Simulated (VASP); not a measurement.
# From an Ansatz input to VASP: AgBr (rocksalt)

Ansatz input

```yaml
crystal:
  lattice:
    - [0.0, 2.8927333559, 2.8927333559]
    - [2.8927333559, 0.0, 2.8927333559]
    - [2.8927333559, 2.8927333559, 0.0]
  atoms:
    - { symbol: Ag, position: [0.0, 0.0, 0.0] }
    - { symbol: Br, position: [0.5, 0.5, 0.5] }
kpoints:
  mp_grid: { grid: [8, 8, 8] }
  band_path:
    path:
      - [0.0, 0.0, 0.0]
      - [0.5, 0.0, 0.5]
      - [0.625, 0.25, 0.625]
      - [0.375, 0.375, 0.75]
      - [0.5, 0.5, 0.5]
      - [0.5, 0.25, 0.75]
      - [0.0, 0.0, 0.5]
    npoints: 1
hamiltonian:
  xc: r2scan
scf:
  occupations: { method: fixed }
  n_extra_bands: 4
output:
  forces: true
  stress: true
  eigenvalues: true
```

Q: Translate this input to VASP.

A: 

INCAR

```
IBRION = -1
METAGGA = R2SCAN
LREAL = .FALSE.
LCHARG = .FALSE.
LASPH = .TRUE.
ISIF = 2
NSW = 0
ALGO = Normal
SIGMA = 0.01
ISMEAR = 0
NELM = 120
PREC = Accurate
ENCUT = 520
EDIFF = 1E-7
LWAVE = .FALSE.
NBANDS = 16
```

KPOINTS

```
KPOINTS created by Atomic Simulation Environment
0
Gamma
8 8 8
0 0 0
```

KPOINTS_OPT

```
special points
7
Reciprocal
0.0000000000 0.0000000000 0.0000000000 1
0.5000000000 0.0000000000 0.5000000000 1
0.6250000000 0.2500000000 0.6250000000 1
0.3750000000 0.3750000000 0.7500000000 1
0.5000000000 0.5000000000 0.5000000000 1
0.5000000000 0.2500000000 0.7500000000 1
0.0000000000 0.0000000000 0.5000000000 1
```

POSCAR

```
Ag Br
 1.0000000000000000
    -0.0000000000000000    2.8927333558758450    2.8927333558758450
     2.8927333558758450   -0.0000000000000000    2.8927333558758450
     2.8927333558758450    2.8927333558758450    0.0000000000000000
 Ag  Br
   1   1
Cartesian
 -0.0000000000000000 -0.0000000000000000 -0.0000000000000000
  2.8927333558758446  2.8927333558758446  2.8927333558758446
```

VASP ran with the recommended PBE PAW datasets (18 valence electrons in the cell). Other inputs would serve too.

```json
{"": "gap between bands v and c", "Ansatz": "1.29 eV", "VASP": "1.25 eV"}
{"": "least direct gap", "Ansatz": "3.20 eV", "VASP": "3.19 eV"}
{"": "pressure", "Ansatz": "0.0 GPa", "VASP": "0.0 GPa"}
```

Datasets and cutoffs are each program's own. VASP's cell holds 18 valence electrons and Ansatz's 26. Ansatz's stress includes a Pulay correction; VASP's doesn't.
